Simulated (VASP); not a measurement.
A run of VASP 6.6.1 is set up as follows.

File INCAR:

```
SYSTEM = KCl
ALGO = Normal
EDIFF = 1E-6
ENCUT = 500
GGA = PE
GGA_COMPAT = .FALSE.
ISIF = 2
ISMEAR = -1
LASPH = .TRUE.
LCHARG = .FALSE.
LREAL = .FALSE.
LWAVE = .FALSE.
NBANDS = 15
NELM = 120
PREC = Accurate
SIGMA = 0.01
```

Contents of KPOINTS:

```
k-points
0
G
  5 5 5
  0 0 0
```

File POSCAR:

```
KCl
1.0
    4.4497810000      0.0000000000      0.0000000000
    2.2248905000      3.8536233873      0.0000000000
    2.2248905000      1.2845411291      3.6332309724
K Cl
1 1
Direct
    0.0000000000      0.0000000000      0.0000000000
    0.5000000000      0.5000000000      0.5000000000
```

Potentials or basis: VASP PAW PBE potentials, release 64 (K_sv, Cl).

Run with:

```bash
$ cat potpaw_PBE.64/K_sv/POTCAR potpaw_PBE.64/Cl/POTCAR > POTCAR
$ mpirun -np 1 vasp_std > vasp.out
```

Problem. Predict the pressure.

Solution. 0.8 GPa.

Problem. What does it give for the band gap on the k mesh?

Solution. 5.19 eV, direct.

**Experimental background.**

From a printed reference work, monograph, for a bulk crystal of KCl: band gap 8.68 eV.

A measured gap of KCl is 8.68 eV (a printed reference work, monograph); the calculated 5.19 eV misses it by -3.49 eV. The value is that of PBE, without temperature or zero-point motion. Semilocal functionals fall short of measured gaps as a rule.
